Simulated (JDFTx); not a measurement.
The system is Ta.

```xyz
1
Lattice="-1.6513 1.6513 1.6513 1.6513 -1.6513 1.6513 1.6513 1.6513 -1.6513" Properties=species:S:1:pos:R:3 pbc="T T T"
Ta    0.0000    0.0000    0.0000
```

| Quantity | Value |
| --- | --- |
| Program | JDFTx 1.7.0 (patched build) |
| Task | single point |
| Functional | PBEsol |
| Potentials or basis | PseudoDojo-SR-PBEsol-0.4.1-standard with smoothed tails |
| Cutoff | 789 eV |
| Density cutoff | 3157 eV |
| k mesh | 11 × 11 × 11 |
| Occupations | fermi-dirac, width 0.05 eV |
| Spin | no spin polarisation |

On this cell: pressure -4.2 GPa; band gap on the k mesh none (metal or under the smearing width).

The same run follows on a disturbed copy (cell strained at random at fixed volume):

```
Ta
1.0
    -1.62073    1.65465    1.62924
     1.69780   -1.62617    1.67783
     1.62244    1.62787   -1.60076
Ta
1
Direct
  0.00191 0.97643 0.99590
```

Q: What does the disturbed cell give?

A: The energy (extrapolated to zero smearing) moves by +14.3 meV/atom; pressure -3.8 GPa; band gap on the k mesh none (metal or under the smearing width).

Stress tensor (GPa, compression positive):
```
-4.39 -0.24 -4.10
-0.24 -3.16 -1.44
-4.10 -1.44 -3.94
```
